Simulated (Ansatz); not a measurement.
# C (Fd-3m) in Ansatz: further runs

Runs on C. Level: r2SCAN. Tasks: single point, equation of state.

Everything below comes from runs of Ansatz 0.2.0. Logs are shortened: lines on timing, memory, paths and dates and some standing lists are left out, and cuts for length are marked.

**Measured values to compare with.**

From “Equation of state of cubic boron nitride at high pressures and temperatures”, 2007, arxiv:cond-mat/0702656, for a bulk crystal of C: bulk modulus 442 ± 5 GPa.

The results are compared with them further down.

### 1 Starting point

It takes space group Fd-3m (No. 227, cubic). Conventional cell: a = 3.567 Å, b = 3.567 Å, c = 3.567 Å, α = 90.00°, β = 90.00°, γ = 90.00°. C (site symmetry -43m) has 4 C at 1.54 Å as nearest neighbours.

This isn't the form of C at room conditions, which is graphite.

### 2 Single point, r2SCAN, 5.33 Å³/atom (volume scaled by 0.94)

input.yaml reads:

```yaml
crystal:
  lattice:
    - [0.0, 1.7469644787, 1.7469644787]
    - [1.7469644787, 0.0, 1.7469644787]
    - [1.7469644787, 1.7469644787, 0.0]
  atoms:
    - { symbol: C, position: [0.75, 0.75, 0.75] }
    - { symbol: C, position: [0.5, 0.5, 0.5] }
hamiltonian:
  xc: r2scan
  pseudopotentials: { kind: paw }
kpoints:
  mp_grid: { grid: [13, 13, 13] }
scf:
  occupations: { method: fermi_dirac, width: 0.05 }
output:
  forces: true
  stress: true
  eigenvalues: true
```

Potentials or basis: Ansatz PAW.

Command:

```
> ansatz run input.yaml --threads 2 --pin off --max-ram 5632MiB --backend cpu --events-out ev --progress --plain --runs-dir out
```

Standard output:

```text
Warning: RAYON_NUM_THREADS=2 ignored (pool sized by the plan → 2); use --threads N
Engine: ansatz 0.2.0, x86_64-unknown-linux-gnu
Pseudopotentials: kind: paw
Pseudopotential: C, paw, valence charge 4, recommended cutoff 500 eV (meta_gga), C.paw.azcp
Functional definition: r2SCAN
  parameter k0 = 0.174
  parameter k1 = 0.065
  parameter a1 = 4.9479
  exchange = r2scan_x(k0 = k0, k1 = k1, a1 = a1)
  correlation = r2scan_c
Crystal: 2 atoms, lattice volume = 10.663 Å³
Basis set: ecut = 500 eV, 283 PW (Γ), exchange–correlation on 80×80×80 points (64 copies of the dense FFT grid, shifted against one another)
Bands: 8, of which v1, the nominal top of the filled ones, is band 4 counted from 1 (3 counted from 0)
Symmetry: 48 space group operations
Space group: Fd-3m (ITA 227), of the structure as read, at distance tolerance 2.2e-5 Å
k-points: 84 of 2197
Non-local potential: C, projectors of the file, l = 0: 2, l = 1: 2, l = 2: 1
PAW form: soft (Blöchl's): semilocal exchange-correlation on the pseudo side does not see the compensation charge
PAW frozen core: C, regenerated for the run's functional (the file was generated under x = pbe(κ = 0.804, μ = 0.2195149727645171), c = pbe(β = 0.06672455060314922))
PAW one-centre angular grid: C, 302 points (default); XC on 239 of its mesh's 2573 points in the sphere
Initial density: superposition of atomic densities (neutral atoms: chi_scale 0, normalization atom), corrected by the library's trained network
Initial wavefunctions: pseudopotential atomic-orbital guess
Functional: x = r2scan, c = r2scan; τ floored in thin density (d = 2e-4 eV/Å³)
SCF iter   1: F=—  HF=-502.998046 eV  |F-HF|=—  |Δ(HF+E_count)|=         —  Δρ=9.35e-3  dr2=2.80e-3  dr2_τ=4.55e-1  ethr=1.77e-3  ⟨swp⟩=5.1  Hψ=4531  notcnv=0
preconditioner: auto → none  [insulator: Δε(μ)=4.432 eV  Ē_g=21.737 eV  σ=0.050 eV  W_gap=1.00  n_scr=0 (ndim 8)  ℏωp=32.2 eV  f_vac=0.000  D(μ)=0.00/eV (n_scr^D=0)  ε∞_Penn≈3.2]
SCF iter   2: F=—  HF=-503.059309 eV  |F-HF|=—  |Δ(HF+E_count)|=   6.13e-2  Δρ=5.86e-3  dr2=1.03e-3  dr2_τ=6.88e-5  ethr=3.50e-5  ⟨swp⟩=2.0  Hψ=2016  notcnv=0
SCF iter   3: F=—  HF=-503.059351 eV  |F-HF|=—  |Δ(HF+E_count)|=   4.26e-5  Δρ=1.43e-3  dr2=6.57e-5  dr2_τ=1.33e-5  ethr=1.29e-5  ⟨swp⟩=2.0  Hψ=975  notcnv=0
SCF iter   4: F=—  HF=-503.059372 eV  |F-HF|=—  |Δ(HF+E_count)|=   2.09e-5  Δρ=2.17e-4  dr2=1.41e-6  dr2_τ=1.12e-7  ethr=8.21e-7  ⟨swp⟩=1.9  Hψ=926  notcnv=0
iter 5 did not close the SCF: its close was put off for the readings that it lacked (scf_convergence_deferred on its scf_iter line)
SCF iter   5: F=-503.059373 eV  HF=-503.059373 eV  |F-HF|=2.74e-8  |Δ(HF+E_count)|=   1.12e-6  Δρ=4.05e-5  dr2=5.20e-8  dr2_τ=6.18e-9  ethr=1.77e-8  ⟨swp⟩=2.0  Hψ=1006  notcnv=0
SCF iter   6: F=-503.059373 eV  HF=-503.059373 eV  |F-HF|=2.43e-11  |Δ(HF+E_count)|=   3.10e-8  Δρ=8.99e-7  dr2=1.96e-11  dr2_τ=5.65e-12  ethr=6.50e-10  ⟨swp⟩=2.5  Hψ=2672  notcnv=0
SCF 1 converged in 6 iterations: F = -503.059373 eV  dr2 = 1.96e-11
SCF converged after 6 iterations
Free energy (F): -503.059373 eV
Harris-Foulkes:  -503.059373 eV  (|F-HF|=2.43e-11)
Internal energy: -503.059373 eV  (E = F + TS)
E sigma→0 (E₀):  -503.059373 eV
Fermi energy:    16.667404 eV
--- Per-component energies (eV) ---
  E_band       = 36.224584
  E_kinetic    = 188.609095
  E_local      = -116.767730  (includes V_loc(G=0)·N_el)
  E_nonlocal   = 53.342295
  E_hartree    = 25.866874
  E_xc         = -97.023763
  E_vxc        = -134.139297  (∫ρ·V_xc dr)
  E_paw        = -201.823970  (= ΣΔE_a)
  E_vpaw       = -13.624364  (= ΣTr[D̂ρ^β])
  E_aug_tail   = 0.000009  (compensation charges beyond the density's cutoff)
  E_vtau       = 7.070849  (kinetic-family band-sum trace: ∫τ·v_τ [+ j·A + Jᵃ·Aᵃ] dr)
  E_ewald      = -355.212636
  E_core_change = -0.049547  (= ΣΔE_core)
  E_smearing   = -0.000000  (= −TS)
  E_closure    = 0.000000  (closes the sum)
  Σ components = -503.059373   (vs F -503.059373, Δ=0.00e0)
--- Forces (eV/Å), atoms counted from 1 ---
  atom   1  C     -0.00000000     0.00000000    -0.00000000
  atom   2  C      0.00000000     0.00000000     0.00000000
  max |Σ_I F_I| component: 3.70e-17 eV/Å
--- Stress (GPa, compression-positive) ---
       28.195330       0.000000       0.000000
        0.000000      28.195330      -0.000000
        0.000000      -0.000000      28.195330
  P = ⅓ Tr σ = 28.1953 GPa (281.953 kbar)
--- Band table (eV; the first three rows and the last of 84) ---
  k-point 0: bands = ["-9.1107", "14.4346", "14.4346", "14.4346", "20.4904", "20.4904", "20.4904", "29.7131"]
  k-point 1: bands = ["-8.9323", "13.2387", "14.1176", "14.1176", "20.9061", "20.9061", "21.2283", "29.8473"]
  k-point 2: bands = ["-8.3990", "10.7216", "13.4079", "13.4079", "21.8401", "21.8401", "22.4393", "30.2306"]
  k-point 83: bands = ["0.3968", "1.9854", "4.8237", "5.8942", "25.5164", "25.6927", "27.9367", "29.3505"]
```

Run time: 1.1 s. Hardware: 2 threads of AMD EPYC 7R13 (Zen 3), shared host; peak memory 0.34 GiB.

Results:

```
Free energy            : -503.0594 eV
Pressure               : 28.2 GPa
Band gap on the k mesh : 4.51 eV, indirect (least direct gap 6.06 eV)
```

Caveat: odd divisions of the mesh miss points on the zone boundary, where band edges often lie, so the gap on the mesh can be too wide; the PAW data sets come from PBE, with cores solved anew for the run's functional, which leaves a small shift of forces and pressure.

### 3 Single point, r2SCAN, 5.44 Å³/atom (volume scaled by 0.96)

Edit input.yaml of step 2 so:

```diff
@@ -2,5 +2,5 @@
   lattice:
-    - [0.0, 1.7469644787, 1.7469644787]
-    - [1.7469644787, 0.0, 1.7469644787]
-    - [1.7469644787, 1.7469644787, 0.0]
+    - [0.0, 1.7592674508, 1.7592674508]
+    - [1.7592674508, 0.0, 1.7592674508]
+    - [1.7592674508, 1.7592674508, 0.0]
   atoms:
@@ -19 +19,5 @@
   eigenvalues: true
+  write_density: true
+  write_potential: true
+  elf: true
+  volumetric_format: npy
```

Potentials or basis: Ansatz PAW.

Command:

```
> ansatz run input.yaml --threads 2 --pin off --max-ram 5632MiB --backend cpu --events-out ev --progress --plain --runs-dir out
```

Run time: 1.3 s. Hardware: 2 threads of AMD EPYC 7R13 (Zen 3), shared host; peak memory 0.35 GiB.

The run converged. Its results:

| Item | Value |
| --- | --- |
| Free energy | -503.0913 eV |
| Pressure | 17.0 GPa |
| Band gap on the k mesh | 4.46 eV, indirect (least direct gap 6.00 eV) |

Caveat: odd divisions of the mesh miss points on the zone boundary, where band edges often lie, so the gap on the mesh can be too wide; the PAW data sets come from PBE, with cores solved anew for the run's functional, which leaves a small shift of forces and pressure.

### 4 Single point, r2SCAN, 5.56 Å³/atom (volume scaled by 0.98)

input.yaml reads:

```yaml
crystal:
  lattice:
    - [0.0, 1.7714007132, 1.7714007132]
    - [1.7714007132, 0.0, 1.7714007132]
    - [1.7714007132, 1.7714007132, 0.0]
  atoms:
    - { symbol: C, position: [0.75, 0.75, 0.75] }
    - { symbol: C, position: [0.5, 0.5, 0.5] }
hamiltonian:
  xc: r2scan
  pseudopotentials: { kind: paw }
kpoints:
  mp_grid: { grid: [13, 13, 13] }
scf:
  occupations: { method: fermi_dirac, width: 0.05 }
output:
  forces: true
  stress: true
  eigenvalues: true
```

Command:

```
> ansatz run input.yaml --threads 2 --pin off --max-ram 5632MiB --backend cpu --events-out ev --progress --plain --runs-dir out
```

Wall time 0.91 s (2 threads of AMD EPYC 7R13 (Zen 3), shared host); peak memory 0.34 GiB.

The run converged. Its results:

```
Free energy            : -503.1080 eV
Pressure               : 6.8 GPa
Band gap on the k mesh : 4.41 eV, indirect (least direct gap 5.94 eV)
```

Caveat: odd divisions of the mesh miss points on the zone boundary, where band edges often lie, so the gap on the mesh can be too wide; the PAW data sets come from PBE, with cores solved anew for the run's functional, which leaves a small shift of forces and pressure.

### 5 Single point, r2SCAN, 5.67 Å³/atom

Edit input.yaml of step 4 so:

```diff
@@ -2,5 +2,5 @@
   lattice:
-    - [0.0, 1.7714007132, 1.7714007132]
-    - [1.7714007132, 0.0, 1.7714007132]
-    - [1.7714007132, 1.7714007132, 0.0]
+    - [0.0, 1.78337, 1.78337]
+    - [1.78337, 0.0, 1.78337]
+    - [1.78337, 1.78337, 0.0]
   atoms:
```

Command:

```
> ansatz run input.yaml --threads 2 --pin off --max-ram 5632MiB --backend cpu --events-out ev --progress --plain --runs-dir out
```

Run time: 0.93 s. Hardware: 2 threads of AMD EPYC 7R13 (Zen 3), shared host; peak memory 0.33 GiB.

Results (log left out):

| Quantity | Value |
| --- | --- |
| Free energy | -503.1111 eV |
| Pressure | -2.4 GPa |
| Band gap on the k mesh | 4.36 eV, indirect (least direct gap 5.88 eV) |

Caveat: odd divisions of the mesh miss points on the zone boundary, where band edges often lie, so the gap on the mesh can be too wide; the PAW data sets come from PBE, with cores solved anew for the run's functional, which leaves a small shift of forces and pressure.

### 6 Single point, r2SCAN, 5.79 Å³/atom (volume scaled by 1.02)

Edit input.yaml of step 5 so:

```diff
@@ -2,5 +2,5 @@
   lattice:
-    - [0.0, 1.78337, 1.78337]
-    - [1.78337, 0.0, 1.78337]
-    - [1.78337, 1.78337, 0.0]
+    - [0.0, 1.7951807415, 1.7951807415]
+    - [1.7951807415, 0.0, 1.7951807415]
+    - [1.7951807415, 1.7951807415, 0.0]
   atoms:
```

Potentials or basis: Ansatz PAW.

Command:

```
> ansatz run input.yaml --threads 2 --pin off --max-ram 5632MiB --backend cpu --events-out ev --progress --plain --runs-dir out
```

Wall time 0.79 s (2 threads of AMD EPYC 7R13 (Zen 3), shared host); peak memory 0.34 GiB.

Results (log left out):

```yaml
Free_energy: -503.1016 eV
Pressure: -10.9 GPa
Band_gap_on_the_k_mesh: 4.32 eV, indirect (least direct gap 5.82 eV)
```

Caveat: odd divisions of the mesh miss points on the zone boundary, where band edges often lie, so the gap on the mesh can be too wide; the PAW data sets come from PBE, with cores solved anew for the run's functional, which leaves a small shift of forces and pressure.

### 7 Single point, r2SCAN, 5.90 Å³/atom (volume scaled by 1.04)

Edit input.yaml of step 6 so:

```diff
@@ -2,5 +2,5 @@
   lattice:
-    - [0.0, 1.7951807415, 1.7951807415]
-    - [1.7951807415, 0.0, 1.7951807415]
-    - [1.7951807415, 1.7951807415, 0.0]
+    - [0.0, 1.806838086, 1.806838086]
+    - [1.806838086, 0.0, 1.806838086]
+    - [1.806838086, 1.806838086, 0.0]
   atoms:
```

Command:

```
> ansatz run input.yaml --threads 2 --pin off --max-ram 5632MiB --backend cpu --events-out ev --progress --plain --runs-dir out
```

Run time: 0.99 s. Hardware: 2 threads of AMD EPYC 7R13 (Zen 3), shared host; peak memory 0.34 GiB.

The run converged. Its results:

| Property | Result |
| --- | --- |
| Free energy | -503.0807 eV |
| Pressure | -18.5 GPa |
| Band gap on the k mesh | 4.27 eV, indirect (least direct gap 5.77 eV) |

Caveat: odd divisions of the mesh miss points on the zone boundary, where band edges often lie, so the gap on the mesh can be too wide; the PAW data sets come from PBE, with cores solved anew for the run's functional, which leaves a small shift of forces and pressure.

### 8 Single point, r2SCAN, 6.01 Å³/atom (volume scaled by 1.06)

Edit input.yaml of step 7 so:

```diff
@@ -2,5 +2,5 @@
   lattice:
-    - [0.0, 1.806838086, 1.806838086]
-    - [1.806838086, 0.0, 1.806838086]
-    - [1.806838086, 1.806838086, 0.0]
+    - [0.0, 1.8183469191, 1.8183469191]
+    - [1.8183469191, 0.0, 1.8183469191]
+    - [1.8183469191, 1.8183469191, 0.0]
   atoms:
```

Command:

```
> ansatz run input.yaml --threads 2 --pin off --max-ram 5632MiB --backend cpu --events-out ev --progress --plain --runs-dir out
```

Wall time 1.1 s (2 threads of AMD EPYC 7R13 (Zen 3), shared host); peak memory 0.34 GiB.

The run converged. Its results:

```yaml
Free_energy: -503.0494 eV
Pressure: -25.5 GPa
Band_gap_on_the_k_mesh: 4.23 eV, indirect (least direct gap 5.72 eV)
```

Caveat: odd divisions of the mesh miss points on the zone boundary, where band edges often lie, so the gap on the mesh can be too wide; the PAW data sets come from PBE, with cores solved anew for the run's functional, which leaves a small shift of forces and pressure.

### 9 Equation of state, r2SCAN

Potentials or basis: Ansatz PAW.

No new run: the results of the series are fitted here.

Results:

- Equilibrium volume: 5.64 Å³/atom
- Bulk modulus: 451 GPa
- Pressure derivative of the bulk modulus: 3.7

Energy against volume, from the lowest point:
```
volume (Å³/atom)  energy (meV/atom)
           5.332              25.85
           5.445               9.91
           5.558               1.51
           5.672               0.00
           5.785               4.75
           5.899              15.19
           6.012              30.83
```

Caveat: the PAW data sets were made with another functional, which shifts forces and pressure a little.

### 10 Against experiment

Step 9. A measured bulk modulus of C is 442 GPa (quoted in “Equation of state of cubic boron nitride at high pressures and temperatures”, 2007, arxiv:cond-mat/0702656); the calculated 451 GPa misses it by +1.9 %. 3 values of this kind are on record (442 to 444.8 GPa); this one was drawn at random among those near their median, those with a stated uncertainty first. The fit is for a static lattice scaled at fixed shape and fixed fractional positions. The cell as given is a measured one (5.67 Å³/atom); r2SCAN puts the equilibrium volume -0.5 % from it, thermal expansion not counted.
